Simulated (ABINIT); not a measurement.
Write the native input for ABINIT 10.8.3 (patched build) that does the following.

* Task: band structure
* Functional: LDA-VWN
* Potentials or basis: JTH PAW LDA v2.0
* Cutoff: 680 eV
* k mesh: 10 × 10 × 6
* Occupations: fermi-dirac, width 0.05 eV
* Spin: no spin polarisation
* Fine-grid cutoff: 1278.94 eV

The system is AlN.

```
Al N
1.0
     3.11300    0.00000    0.00000
    -1.55650    2.69594    0.00000
     0.00000    0.00000    4.98100
Al N
2 2
Direct
  0.66667 0.33333 0.50000
  0.33333 0.66667 0.00000
  0.66667 0.33333 0.88000
  0.33333 0.66667 0.38000
```

These files were run (other wordings do the same):

run.abi

```
# Datasets: ground state, then fixed potential
ndtset 2

# Pseudopotentials
pp_dirpath "./"
pseudos "Al.LDA_PW-JTH.xml, N.LDA_PW-JTH.xml"

# Structure
acell 5.882717426 5.882717426 9.4127258268
rprim
     1.0000000000     0.0000000000     0.0000000000
    -0.5000000000     0.8660254038     0.0000000000
     0.0000000000     0.0000000000     1.0000000000
ntypat 2
znucl 13 7
natom 4
typat 1 1 2 2
xred
     0.6666666667     0.3333333333     0.5000000000
     0.3333333333     0.6666666667     0.0000000000
     0.6666666667     0.3333333333     0.8800000000
     0.3333333333     0.6666666667     0.3800000000

# Plane-wave basis
ecut 25.0
pawecutdg 47.0

# Exchange and correlation
ixc -1007

# Bands and occupations
occopt 3
tsmear 0.05 eV

# SCF cycle
nstep 100

# Output
iomode 3
prtwf 0
prteig 0
prtebands 0
enunit 2
prtden1 1
prtvha1 1
prtvclmb1 1
prtpot1 1

# Dataset 1
kptopt1 1
ngkpt1 10 10 6
nshiftk1 1
shiftk1 0.0 0.0 0.0
nband1 12
tolvrs1 1.0e-9

# Dataset 2: bands along G-M-K-G-A-L-H-A
iscf2 -2
getden2 1
nband2 16
nbdbuf2 2
tolwfr2 1.0e-12
kptopt2 -7
ndivsm2 5
prteig2 1
kptbounds2
     0.0000000000     0.0000000000     0.0000000000
     0.5000000000     0.0000000000     0.0000000000
     0.3333333333     0.3333333333     0.0000000000
     0.0000000000     0.0000000000     0.0000000000
     0.0000000000     0.0000000000     0.5000000000
     0.5000000000     0.0000000000     0.5000000000
     0.3333333333     0.3333333333     0.5000000000
     0.0000000000     0.0000000000     0.5000000000
```

Potentials or basis: JTH PAW LDA v2.0.

Command:

```console
$ abinit run.abi > log 2>&1
```

It gave:

```yaml
Largest_force: 0.114 eV/Å
Band_gap_on_the_k_mesh: 4.24 eV, direct
Valence_electrons_inside_the_program's_atomic_spheres: Al 0.92; N 2.62
```

Wall time 47 s on 1 thread of Arm Neoverse V2 (shared host), peak memory 0.11 GiB.
